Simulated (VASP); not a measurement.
W: relaxation of cell and atoms with PBEsol

Crystal: W.

```
W
1.0
    -1.57821    1.57821    1.57821
     1.57821   -1.57821    1.57821
     1.57821    1.57821   -1.57821
W
1
Direct
  0.00000 0.00000 0.00000
```

```yaml
Program: VASP 6.6.1
Task: relaxation of cell and atoms
Functional: PBEsol
Potentials_or_basis: VASP PAW PBE potentials, release 64 (W_sv)
Cutoff: 520 eV
k_mesh: 18 × 18 × 18
Occupations: gaussian, width 0.1 eV
Spin: no spin polarisation
Further_INCAR_settings: ALGO = Normal; EDIFF = 1e-07; IBRION = 2; EDIFFG = -0.002; NSW = 80; ISIF = 3
```

* Pressure after relaxing: 0.0 GPa
* Band gap on the k mesh: none (metal or under the smearing width)

Final structure:
```xyz
1
Lattice="-1.5782 1.5782 1.5782 1.5782 -1.5782 1.5782 1.5782 1.5782 -1.5782" Properties=species:S:1:pos:R:3 pbc="T T T"
W     0.0000    0.0000    0.0000
```

Levels at points of the mesh, in eV from the Fermi level:
| k point | band 5 | band 6 | band 7 | band 8 | band 9 | band 10 |
| --- | --- | --- | --- | --- | --- | --- |
| (0.00, 0.00, 0.00) | -9.69 | -1.24 | -1.24 | -1.24 | 2.26 | 2.26 |
| (0.50, 0.00, 0.00) | -6.34 | -3.61 | 0.73 | 2.17 | 3.15 | 6.25 |
| (0.50, 0.50, 0.50) | -5.91 | -5.91 | 5.25 | 5.25 | 5.25 | 8.33 |

Run time: 3.7 s on 4 MPI ranks on Intel(R) Xeon(R) 6975P-C (Granite Rapids), with other jobs on the host, peak memory 0.14 GiB a rank.

Caveat: the relaxation stopped at its first step, so nothing moved; the PAW data sets were made with another functional, which shifts forces and pressure a little. Spin-orbit coupling is left out, which matters for the levels of W.
